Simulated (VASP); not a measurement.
Crystal: Al2Cu.

```
CELL_PARAMETERS angstrom
-2.03034 2.03034 2.85109
2.03034 -2.03034 2.85109
2.03034 2.03034 -2.85109
ATOMIC_POSITIONS crystal
Al 0.75000 0.25000 0.50000
Al 0.25000 0.75000 0.50000
Cu 0.50000 0.50000 0.00000
```

The cell comes from a database or a generator and needn't be the stable form of this composition.

* Program: VASP 6.6.1
* Task: relaxation of cell and atoms
* Functional: RPBE
* Potentials or basis: VASP PAW PBE potentials, release 64 (Al, Cu)
* Cutoff: 600 eV
* k mesh: 14 × 14 × 14
* Occupations: gaussian, width 0.1 eV
* Spin: no spin polarisation

At the start: pressure 5.5 GPa; volume 15.67 Å³/atom.

**Question.** Where does the relaxation end?

**Answer.** Over 9 steps the energy falls by 13.9 meV/atom and the volume is 16.53 Å³/atom (+5.5 %); space group Fm-3m (No. 225, to 0.05 Å).

The path:
| step | energy change (eV) | largest force (eV/Å) | pressure (GPa) | volume (Å³) |
| --- | --- | --- | --- | --- |
| 1 | 0.0000 | 0.0000 | 5.47 | 47.01 |
| 2 | -0.0343 | 0.0000 | -1.93 | 50.75 |
| 3 | -0.0415 | 0.0000 | -0.03 | 49.58 |
| 4 | -0.0415 | 0.0000 | 0.14 | 49.52 |
| 5 | -0.0416 | 0.0000 | 0.16 | 49.52 |
| 6 | -0.0416 | 0.0000 | 0.12 | 49.52 |
| 7 | -0.0416 | 0.0000 | 0.12 | 49.52 |
| 8 | -0.0417 | 0.0000 | -0.14 | 49.64 |
| 9 | -0.0417 | 0.0000 | 0.02 | 49.59 |

Final structure:
```
Al Cu
1.0
    -2.06192    2.06192    2.91602
     2.06192   -2.06192    2.91602
     2.06192    2.06192   -2.91602
Al Cu
2 1
Direct
  0.75000 0.25000 0.50000
  0.25000 0.75000 0.50000
  0.50000 0.50000 0.00000
```

Caveat: the PAW data sets were made with another functional, which shifts forces and pressure a little.
